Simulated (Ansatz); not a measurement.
Write the native input for Ansatz 0.2.0 that does the following.

```
Task                : relaxation of cell and atoms
Functional          : BLYP
Potentials or basis : Ansatz PAW
Cutoff              : 420 eV (not typed: the program's choice for these potentials)
k mesh              : 8 × 8 × 8
Occupations         : fermi-dirac, width 0.05 eV
Spin                : collinear spin, ferromagnetic start
Starting moments    : [1.0, 1.0, 1.0, 0.0] μB
```

AlNi3:

```
CELL_PARAMETERS angstrom
3.52305 0.00000 0.00000
0.00000 3.52305 0.00000
0.00000 0.00000 3.52305
ATOMIC_POSITIONS crystal
Ni 0.50000 0.50000 0.00000
Ni 0.50000 0.00000 0.50000
Ni 0.00000 0.50000 0.50000
Al 0.00000 0.00000 0.00000
```

The cell is a database's computed one.

These files were run (other wordings do the same):

input.yaml

```yaml
crystal:
  lattice:
    - [3.5230547267, 0.0, 0.0]
    - [0.0, 3.5230547267, 0.0]
    - [0.0, 0.0, 3.5230547267]
  atoms:
    - { symbol: Ni, position: [0.5, 0.5, 0.0], spin: 1.0 }
    - { symbol: Ni, position: [0.5, 0.0, 0.5], spin: 1.0 }
    - { symbol: Ni, position: [0.0, 0.5, 0.5], spin: 1.0 }
    - { symbol: Al, position: [0.0, 0.0, 0.0] }
hamiltonian:
  xc: blyp
  pseudopotentials: { kind: paw }
magnetization:
  spin_polarized: true
kpoints:
  mp_grid: { grid: [8, 8, 8] }
scf:
  occupations: { method: fermi_dirac, width: 0.05 }
output:
  forces: true
  stress: true
  write_density: true
  write_potential: true
  elf: true
  volumetric_format: npy
relax:
  f_tol: 0.01
  max_steps: 40
  cell: { stress_tol: 0.05 }
```

Potentials or basis: Ansatz PAW.

Run with:

```bash
$ ansatz run input.yaml --threads 2 --pin off --max-ram 5632MiB --backend cpu --events-out ev --progress --plain --runs-dir out
```

It gave:

| Property | Result |
| --- | --- |
| Relaxed volume | 11.80 Å³/atom |
| Relaxed cell | a = 3.614 Å, b = 3.614 Å, c = 3.614 Å, α = 90.00°, β = 90.00°, γ = 90.00° |
| Space group after relaxing (to 0.05 Å) | Pm-3m (No. 221) |
| Energy gained by relaxing | 37.1 meV/atom |
| Ionic steps | 7 |
| Pressure after relaxing | 0.0 GPa |
| Band gap on the k mesh | none (metal or under the smearing width) |
| Net moment | 0.70 μB per cell |
| Absolute moment | 0.87 μB per cell |
| Site moments | Ni +0.26; Al -0.02 μB |

Caveat: the plane-wave basis is chosen anew once the cell has moved, so the energies of steps on either side of that aren't comparable; the PAW data sets come from PBE, with cores solved anew for the run's functional, which leaves a small shift of forces and pressure.

Wall time 26 s on 2 threads of Intel(R) Xeon(R) 6975P-C (Granite Rapids), with other jobs on the host, peak memory 0.47 GiB.
